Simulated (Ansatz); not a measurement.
The same path of a periodic cell of 23 atoms, Si₈O₁₅ (host SiO2, host structure Pbcn, one O atom removed) was run twice with different band settings. Lost on the way: Si3–O8. Made: O8–Si12.

All numbers below come from Ansatz, DFT PBE-D3(BJ), scalar-relativistic, plane waves, PAW. Settings: PAW set soft_1, cutoff 420 eV, k mesh 2x2x2, gaussian smearing 0.02 eV, no spin polarisation.

Relaxed end points:

```xyz
23
Lattice="0.0000 5.0462 4.4946 4.0970 0.0000 4.4946 4.0970 5.0462 0.0000" Properties=species:S:1:pos:R:3
Si 4.101 5.803 1.133
Si 2.094 1.761 3.301
Si 4.083 4.285 7.872
Si 2.020 3.309 1.136
O 3.018 3.109 4.124
O 3.149 4.427 1.900
O 5.035 4.464 4.869
O 1.084 3.124 2.606
O 5.231 1.917 4.897
O 5.046 5.631 2.602
O 7.253 5.633 4.144
Si 4.049 5.876 5.649
Si 6.148 6.801 7.873
Si 4.106 4.279 3.391
Si 6.135 8.316 5.606
O 2.987 8.157 4.154
O 3.125 4.450 6.391
O 0.948 4.448 4.855
O 5.174 8.137 7.103
O 5.210 6.983 4.837
O 5.036 5.648 7.114
O 3.138 5.642 4.136
O 7.095 6.969 6.387
```

```xyz
23
Lattice="0.0000 5.0462 4.4946 4.0970 0.0000 4.4946 4.0970 5.0462 0.0000" Properties=species:S:1:pos:R:3
Si 4.085 5.811 1.108
Si 2.072 1.739 3.360
Si 4.138 4.218 7.841
Si 2.001 3.281 1.199
O 2.961 3.128 4.097
O 3.145 4.459 1.897
O 5.036 4.457 4.849
O 3.013 1.919 1.892
O 5.175 1.935 4.869
O 5.043 5.663 2.598
O 7.253 5.627 4.124
Si 4.110 5.805 5.615
Si 6.153 6.820 7.882
Si 4.091 4.287 3.366
Si 6.140 8.335 5.614
O 2.982 8.154 4.157
O 3.156 4.442 6.373
O 0.956 4.448 4.856
O 5.194 8.167 7.101
O 5.204 6.980 4.839
O 5.067 5.639 7.097
O 3.147 5.642 4.138
O 7.115 7.000 6.385
```

Common settings: spring 5.0 eV/Å²; optimiser quadratic models (default); force threshold 0.05 eV/Å; end points relaxed.

| run | movable images | climbing image | start path | iteration limit |
| --- | --- | --- | --- | --- |
| 1 | 3 | yes | straight line | 80 |
| 2 | 4 | no | default | 50 |

**Question.** What does each run give, and how far can it be trusted?

**Answer.** Run 1: converged after 8 iterations, highest image 4.166 eV above the first end. Neighbouring images differ by up to 2.5 eV, so the band resolves the path poorly. By the program's own check the climbing image is a first-order saddle point (lowest curvatures found: -15.13 and 5.99 eV/Å²).
Run 2: converged after 10 iterations, highest image 3.598 eV above the first end. Neighbouring images differ by up to 2.5 eV, so the band resolves the path poorly. No image climbed, so the highest image needn't sit at the top of the path.
Limits of this set-up: coarse k mesh.
